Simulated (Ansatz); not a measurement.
Set up this calculation in Ansatz 0.2.0, as the native input.

| Item | Value |
| --- | --- |
| Task | relaxation of cell and atoms |
| Functional | LDA |
| Potentials or basis | Ansatz PAW |
| Cutoff | 420 eV (not typed: the program's choice for these potentials) |
| k mesh | 9 × 9 × 4 |
| Occupations | fermi-dirac, width 0.05 eV |
| Spin | no spin polarisation |

MoS2:

```
Mo S
1.0
     3.22746    0.00000    0.00000
    -1.61373    2.79507    0.00000
     0.00000    0.00000    6.31247
Mo S
1 2
Cartesian
  0.0000 0.0000 3.1562
  1.6137 0.9317 4.7008
  0.0000 1.8634 1.6117
```

Measurements of this composition are mostly on another form, of space group No. 194.

The input as run:

input.yaml

```yaml
crystal:
  lattice:
    - [3.2274645616, 0.0, 0.0]
    - [-1.6137322808, 2.7950663001, 0.0]
    - [0.0, 0.0, 6.31247342]
  atoms:
    - { symbol: Mo, position: [0.0, 0.0, 0.5] }
    - { symbol: S, position: [0.6666666667, 0.3333333333, 0.74468068] }
    - { symbol: S, position: [0.3333333333, 0.6666666667, 0.25531932] }
hamiltonian:
  xc: lda
  pseudopotentials: { kind: paw }
kpoints:
  mp_grid: { grid: [9, 9, 4] }
scf:
  occupations: { method: fermi_dirac, width: 0.05 }
output:
  forces: true
  stress: true
  write_density: true
  write_potential: true
  elf: true
  volumetric_format: npy
relax:
  f_tol: 0.01
  max_steps: 40
  cell: { stress_tol: 0.05 }
```

Potentials or basis: Ansatz PAW.

Run with:

```console
$ ansatz run input.yaml --threads 2 --pin off --max-ram 5120MiB --backend cpu --events-out ev --progress --plain --runs-dir out
```

Results of the run:

* Relaxed volume: 16.46 Å³/atom
* Relaxed cell: a = 3.145 Å, b = 3.145 Å, c = 5.764 Å, α = 90.00°, β = 90.00°, γ = 120.00°
* Space group after relaxing (to 0.05 Å): P-3m1 (No. 164)
* Energy gained by relaxing: 40.3 meV/atom
* Ionic steps: 9
* Pressure after relaxing: 0.0 GPa
* Band gap on the k mesh: none (metal or under the smearing width)

Caveat: the plane-wave basis is chosen anew once the cell has moved, so the energies of steps on either side of that aren't comparable; the PAW data sets come from PBE, with cores solved anew for the run's functional, which leaves a small shift of forces and pressure.

It took 8.4 s on 2 threads of Arm Neoverse V2, with other jobs on the host, peak memory 0.35 GiB.
